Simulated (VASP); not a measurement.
# Fe (Fmmm) in VASP: notebook

The runs below take Fe through single point, with PBEsol.

Program: VASP 6.6.1. These are calculated values, not measurements. Logs are shortened: lines on timing, memory, paths and dates and some standing lists are left out, and cuts for length are marked.

### Step 1. The structure

It takes space group Fmmm (No. 69, orthorhombic). Conventional cell: a = 2.997 Å, b = 3.883 Å, c = 3.930 Å, α = 90.00°, β = 90.00°, γ = 90.00°. Fe (site symmetry mmm) is surrounded by 12 Fe at 2.45 to 2.76 Å.

### Step 2. Single point, PBEsol, collinear spin, ferromagnetic start

File INCAR:

```
  PREC = Accurate
  ENCUT = 450
  EDIFF = 1E-6
  ISMEAR = 1
  SIGMA = 0.05
  LREAL = False
  LASPH = True
  NELM = 100
  ALGO = Normal
  ISIF = 2
  LWAVE = False
  LCHARG = False
  ISPIN = 2
  MAGMOM = 3
  LORBIT = 11
  LMAXMIX = 4
  GGA = PS
  NBANDS = 14
  ADDGRID = False
```

File KPOINTS:

```
Automatic mesh
0
Gamma
  6 6 6
```

File POSCAR:

```
Fe
1.0
    0.0000000000      1.9417396906      1.9651051623
    1.4984397099      0.0000000000      1.9651051623
    1.4984397099      1.9417396906      0.0000000000
Fe
1
Direct
    0.0000000000      0.0000000000      0.0000000000
```

Potentials or basis: VASP PAW PBE potentials, release 64 (Fe).

Started as:

```bash
cat potpaw_PBE.64/Fe/POTCAR > POTCAR
mpirun -np 1 vasp_std > vasp.out
```

OUTCAR:

```text
PREC = Accurate
   ENCUT = 450
   EDIFF = 1E-6
   ISMEAR = 1
   LREAL = False
   LASPH = True
   NELM = 100
   ISIF = 2
   ISPIN = 2
   LORBIT = 11
   GGA = PS

 Found     46 irreducible k-points:

 Following reciprocal coordinates:
            Coordinates               Weight
  0.000000  0.000000  0.000000      1.000000
  0.166667 -0.000000 -0.000000      8.000000
  0.333333 -0.000000  0.000000      8.000000
  0.500000 -0.000000 -0.000000      4.000000
  0.166667  0.166667  0.000000      2.000000
  0.333333  0.166667  0.000000      8.000000
   k-points           NKPTS =     46   k-points in BZ     NKDIM =     46   number of bands    NBANDS=     14
   number of dos      NEDOS =    301   number of ions     NIONS =      1
   total plane-waves  NPLWV =   6480
   dimension x,y,z NGX =    20 NGY =   18 NGZ =   18
   dimension x,y,z NGXF=    40 NGYF=   36 NGZF=   36
   ions per type =               1
   NGX,Y,Z   is equivalent  to a cutoff of  12.04, 12.11, 12.20 a.u.
   NGXF,Y,Z  is equivalent  to a cutoff of  24.07, 24.22, 24.40 a.u.
 SYSTEM =  unknown system
   PREC   = accura    normal or accurate (medium, high low for compatibility)
   ISTART =      0    job   : 0-new  1-cont  2-samecut
   ICHARG =      2    charge: 1-file 2-atom 10-const
   ISPIN  =      2    spin polarized calculation?
   LNONCOLLINEAR =      F non collinear calculations
   LSORBIT =      F    spin-orbit coupling
   LASPH  =      T    aspherical Exc in radial PAW
   ENCUT  =  450.0 eV  33.07 Ry    5.75 a.u.   4.78  4.27  4.24*2*pi/ulx,y,z
   NELM   =    100;   NELMIN=  2; NELMDL= -5     # of ELM steps
   EDIFF  = 0.1E-05   stopping-criterion for ELM
   LREAL  =      F    real-space projection
   EDIFFG = 0.1E-04   stopping-criterion for IOM
   NSW    =      0    number of steps for IOM
   IBRION =     -1    ionic relax: 0-MD 1-quasi-New 2-CG
   NFREE  =      0    steps in history (QN), initial steepest desc. (CG)
   ISIF   =      2    stress and relaxation
   ISYM   =      2    0-nonsym 1-usesym 2-fastsym
   POTIM  = 0.5000    time-step for ionic-motion
   TEBEG  =    0.0;   TEEND  =   0.0 temperature during run
   PSTRESS=    0.0 pullay stress
   NELECT =       8.0000    total number of electrons
   NUPDOWN=      -1.0000    fix difference up-down
   EMIN   =  10.00;   EMAX   =-10.00  energy-range for DOS
   EFERMI =   0.00;   METHOD = LEGACY
   ISMEAR =     1;   SIGMA  =   0.05  broadening in eV -4-tet -1-fermi 0-gaus
   EFERMI_NEDOS =   21; number of points for ismear=-14 and -15
   IALGO  =     38    algorithm
   IMIX   =      4    mixing-type and parameters
     AMIX     =   0.40;   BMIX     =  1.00
     AMIX_MAG =   1.60;   BMIX_MAG =  1.00
  volume/ion in A,a.u.               =      11.44        77.17
  Fermi-wavevector in a.u.,A,eV,Ry     =   1.453303  2.746344 28.736719  2.112089
  Thomas-Fermi vector in A             =   2.570585
   LORBIT       =     11    0 simple, 1 ext, 2 COOP (PROOUT), +10 PAW based schemes
   GGA     = PS    functional components
   LHFCALC =     F    Hartree Fock is set to
   AEXX    =    0.0000 exact exchange contribution
   IVDW    =     0    specifies the selected vdW correction
   LEPSILON=     F    determine dielectric tensor
   LRPA    =     F    only Hartree local field effects (RPA)
 spin polarized calculation
 Methfessel and Paxton  Order N= 1 SIGMA  =   0.05
  energy-cutoff  :      450.00
  volume of cell :       11.44
 maximum number of plane-waves:       261
   NGX =  9   NGY =  9   NGZ =  9

 number of electron       7.9999998 magnetization       2.2673352

 Free energy of the ion-electron system (eV)
  ---------------------------------------------------
  ext. energy  EPLUGINS =         0.00000000
  ---------------------------------------------------
  free energy    TOTEN  =        -8.91114688 eV

  energy without entropy =       -8.91119848  energy(sigma->0) =       -8.91116408

 E-fermi :   5.5540     XC(G=0): -13.2348

 val. band max:        5.5333309566   @ k =  -0.1667   0.1667   0.1667
 cond. band min:       5.5929156922   @ k =   0.0000   0.5000   0.5000
 fundamental gap:      0.0595847356
 Fermi energy:         5.5540259304

 spin component 1

 k-point     1 :       0.0000    0.0000    0.0000
  band No.  band energies     occupation
      1      -2.8901      1.00000
      2       3.1489      1.00000
      3       3.2405      1.00000
      4       3.5824      1.00000
      5       4.3184      1.00000
      6       4.7210      1.00000
      7      29.3789      0.00000
      8      30.8544      0.00000
      9      31.1196      0.00000
     10      35.0603      0.00000
     11      36.1151      0.00000
     12      36.3628      0.00000
     13      36.8678      0.00000
     14      36.9603      0.00000

 k-point     2 :       0.1667   -0.0000   -0.0000
  band No.  band energies     occupation
      1      -1.8173      1.00000
      2       3.1004      1.00000
      3       3.1558      1.00000
      4       3.9674      1.00000
      5       4.2104      1.00000
      6       4.6410      1.00000
      7      24.7282      0.00000
      8      28.6908      0.00000
      9      30.2606      0.00000
     10      33.0296      0.00000
     11      33.4413      0.00000
     12      34.6172      0.00000
     13      37.9764      0.00000
     14      40.5800      0.00000

 k-point     3 :       0.3333   -0.0000    0.0000
  band No.  band energies     occupation
      1       0.3107      1.00000
      2       2.6498      1.00000
      3       3.5275      1.00000
      4       4.2961      1.00000
      5       4.7221      1.00000
      6       5.1995      1.00000
      7      17.1449      0.00000
      8      25.6848      0.00000
      9      28.2366      0.00000
     10      29.9073      0.00000
     11      32.9544      0.00000
     12      37.1255      0.00000
     13      39.7931      0.00000
     14      47.0596      0.00000

 k-point     4 :       0.5000   -0.0000   -0.0000
  band No.  band energies     occupation
      1       0.6951      1.00000
      2       2.4182      1.00000
      3       4.2617      1.00000
      4       4.8595      1.00000
      5       5.8322     -0.00000
      6       5.9182     -0.00000
      7      12.6057      0.00000
      8      24.4364      0.00000
      9      26.5477      0.00000
     10      29.5473      0.00000
     11      33.1582      0.00000
     12      37.8836      0.00000
     13      42.7209      0.00000
     14      45.5392      0.00000

 k-point     5 :       0.1667    0.1667    0.0000
  band No.  band energies     occupation
      1      -1.7466      1.00000
      2       2.8077      1.00000
      3       3.3961      1.00000
      4       3.8360      1.00000
      5       4.4500      1.00000
      6       4.6057      1.00000
      7      25.9113      0.00000
      8      28.1180      0.00000
      9      28.7796      0.00000
     10      30.7009      0.00000
     11      33.6353      0.00000
     12      36.3191      0.00000
     13      39.9188      0.00000
     14      39.9349      0.00000

 k-point     6 :       0.3333    0.1667    0.0000
  band No.  band energies     occupation
      1       0.0594      1.00000
      2       2.6071      1.00000
      3       2.8588      1.00000
      4       4.2849      1.00000
      5       4.8666      1.00000
      6       5.1251      1.00000
      7      21.0030      0.00000
      8      22.7510      0.00000
      9      27.1128      0.00000
     10      30.5563      0.00000
     11      35.1649      0.00000
     12      37.1430      0.00000
     13      40.5460      0.00000
     14      43.9523      0.00000

 [... further k-points ...]

 spin component 2

 k-point     1 :       0.0000    0.0000    0.0000
  band No.  band energies     occupation
      1      -2.6124      1.00000
      2       5.0981      1.00000
      3       5.2218      1.00000
      4       5.6967     -0.00021
      5       6.8941      0.00000
      6       7.5075      0.00000
      7      29.2708      0.00000
      8      30.7973      0.00000
      9      31.0924      0.00000
     10      35.4942      0.00000
     11      36.2851      0.00000
     12      37.4050      0.00000
     13      37.6333      0.00000
     14      37.7320      0.00000

 k-point     2 :       0.1667   -0.0000   -0.0000
  band No.  band energies     occupation
      1      -1.5256      1.00000
      2       5.0318      1.00000
      3       5.1087      1.00000
      4       6.0803     -0.00000
      5       6.7300      0.00000
      6       7.4011      0.00000
      7      25.2613      0.00000
      8      28.7906      0.00000
      9      30.5473      0.00000
     10      33.8288      0.00000
     11      34.0538      0.00000
     12      35.0664      0.00000
     13      38.3773      0.00000
     14      41.1876      0.00000

 k-point     3 :       0.3333   -0.0000    0.0000
  band No.  band energies     occupation
      1       0.9851      1.00000
      2       4.5473      1.00000
      3       4.8893      1.00000
      4       6.7659      0.00000
      5       7.4221      0.00000
      6       7.4449      0.00000
      7      18.1240      0.00000
      8      25.8377      0.00000
      9      28.9581      0.00000
     10      30.4612      0.00000
     11      33.6503      0.00000
     12      37.5597      0.00000
     13      40.0571      0.00000
     14      47.4865      0.00000

 k-point     4 :       0.5000   -0.0000   -0.0000
  band No.  band energies     occupation
      1       2.0115      1.00000
      2       4.2779      1.00000
      3       6.0575     -0.00000
      4       6.8020      0.00000
      5       7.5564      0.00000
      6       8.2525      0.00000
      7      14.0687      0.00000
      8      24.5572      0.00000
      9      27.1815      0.00000
     10      30.1915      0.00000
     11      33.9390      0.00000
     12      38.1207      0.00000
     13      43.0546      0.00000
     14      46.3666      0.00000

 k-point     5 :       0.1667    0.1667    0.0000
  band No.  band energies     occupation
      1      -1.4526      1.00000
      2       4.6889      1.00000
      3       5.4465      1.00475
      4       5.8721     -0.00000
      5       7.0455      0.00000
      6       7.3134      0.00000
      7      26.3396      0.00000
      8      28.4186      0.00000
      9      29.0060      0.00000
     10      31.5753      0.00000
     11      34.4281      0.00000
     12      36.5109      0.00000
     13      40.2278      0.00000
     14      40.4428      0.00000

 k-point     6 :       0.3333    0.1667    0.0000
  band No.  band energies     occupation
      1       0.4863      1.00000
      2       4.3880      1.00000
      3       4.7674      1.00000
      4       6.7855      0.00000
      5       7.2281      0.00000
      6       7.5695      0.00000
      7      21.7324      0.00000
      8      23.4021      0.00000
      9      27.7866      0.00000
     10      30.8445      0.00000
     11      35.5846      0.00000
     12      37.7062      0.00000
     13      41.1428      0.00000
     14      44.3143      0.00000

 [... further k-points ...]

------------------------ aborting loop because EDIFF is reached ----------------------------------------

  FORCE on cell =-STRESS in cart. coord.  units (eV):
  Direction    XX          YY          ZZ          XY          YZ          ZX
  --------------------------------------------------------------------------------------
  -------------------------------------------------------------------------------------
  Total       -1.1328207     -0.3293945     -0.5543665      0.0000000      0.0000000      0.0000000
  in kB     -158.7178114    -46.1509744    -77.6714679      0.0000000      0.0000000      0.0000000
  external PRESSURE =     -94.1800846 kB  Pullay stress =       0.0000000 kB

 VOLUME and BASIS-vectors are now :
 -----------------------------------------------------------------------------
  energy-cutoff  :      450.00
  volume of cell :       11.44
      direct lattice vectors                 reciprocal lattice vectors
     0.000000000  1.941739691  1.965105162    -0.333680426  0.257501045  0.254439309
     1.498439710  0.000000000  1.965105162     0.333680426 -0.257501045  0.254439309
     1.498439710  1.941739691  0.000000000     0.333680426  0.257501045 -0.254439309

 POSITION                                       TOTAL-FORCE (eV/Angst)
 -----------------------------------------------------------------------------------
      0.00000      0.00000      0.00000         0.000000     -0.000000      0.000000
 -----------------------------------------------------------------------------------
    total drift:                                0.000000     -0.000000     -0.000000

  FREE ENERGIE OF THE ION-ELECTRON SYSTEM (eV)
  ---------------------------------------------------
  free  energy   TOTEN  =        -8.9111468822 eV

  energy  without entropy=       -8.9111984827  energy(sigma->0) =       -8.91116408

 total charge

# of ion       s       p       d       tot
------------------------------------------
    1        0.491   0.532   6.239   7.262

 magnetization (x)

# of ion       s       p       d       tot
------------------------------------------
    1       -0.013  -0.047   2.315   2.255
```

Run time: 9.5 s. Hardware: 1 thread of Intel Xeon 6975P-C (Granite Rapids), shared host; peak memory 0.12 GiB.

These settings aren't checked as converged: the numbers below hold their error.

What came out:

```
Free energy                                           : -8.9111 eV
Pressure                                              : -9.4 GPa
Band gap on the k mesh                                : none (metal or under the smearing width)
Net moment                                            : 2.27 μB per cell
Site moments                                          : Fe +2.25 μB
Valence electrons inside the program's atomic spheres : Fe 7.26
```

Caveat: the k mesh is coarse (spacing up to 0.52 Å⁻¹), so the values aren't converged; the PAW data sets were made with another functional, which shifts forces and pressure a little.

(Part 1 of 2 ends here.)
